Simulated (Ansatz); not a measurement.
# GaP: the cost of one run

Program: Ansatz 0.2.0. Level of theory: DFT PBE, scalar-relativistic, plane waves, PAW. These are calculated values, not measurements.

3 further runs of the same task are left out: 3 set aside as unsound or not needed.

### 1 The system as given

The structure is cubic, space group F-43m (No. 216). Conventional cell: a = 5.505 Å, b = 5.505 Å, c = 5.505 Å, α = 90.00°, β = 90.00°, γ = 90.00°. Ga (site symmetry -43m) is surrounded by 4 P at 2.38 Å. P (site symmetry -43m) has 4 Ga at 2.38 Å as nearest neighbours.

Structure file:

```
CELL_PARAMETERS angstrom
0.00000 2.75254 2.75254
2.75254 0.00000 2.75254
2.75254 2.75254 0.00000
ATOMIC_POSITIONS crystal
Ga 0.00000 0.00000 0.00000
P 0.75000 0.75000 0.75000
```

This cell was relaxed beforehand with the same method: volume 20.85 Å³/atom, gap on the mesh 1.58 eV.

### 2 The reference cell

Reference values: F = -4539.5574 eV; pressure 0.04 GPa; largest force 0.000 eV/Å; gap on the mesh 1.58 eV. It was computed beforehand with the settings of the runs below.

### 3 Harmonic modes of this cell

Contents of input.yaml:

```yaml
crystal:
  lattice:
    - [0.0, 2.7525368124, 2.7525368124]
    - [2.7525368124, 0.0, 2.7525368124]
    - [2.7525368124, 2.7525368124, 0.0]
  atoms:
    - { symbol: Ga, position: [0.0, 0.0, 0.0] }
    - { symbol: P, position: [0.75, 0.75, 0.75] }
basis:
  ecutwfc: 420
kpoints:
  mp_grid: { grid: [8, 8, 8] }
hamiltonian:
  xc: pbe
scf:
  occupations: { method: gaussian, width: 0.05 }
output:
  eigenvalues: true
phonons:
  method: fd
  supercell: [1, 1, 1]
  amplitude: 0.02
  eigenvectors: true
  dielectric: false
```

Launch:

```bash
ansatz run input.yaml --threads 2 --pin off --max-ram 5120MiB --backend cpu --events-out ev --progress --plain --runs-dir out
```

Q: Estimate wall time and peak memory on 2 threads of Intel Xeon Platinum 8488C (Sapphire Rapids), shared host.

About 6.5 s, with a peak of 0.43 GiB.
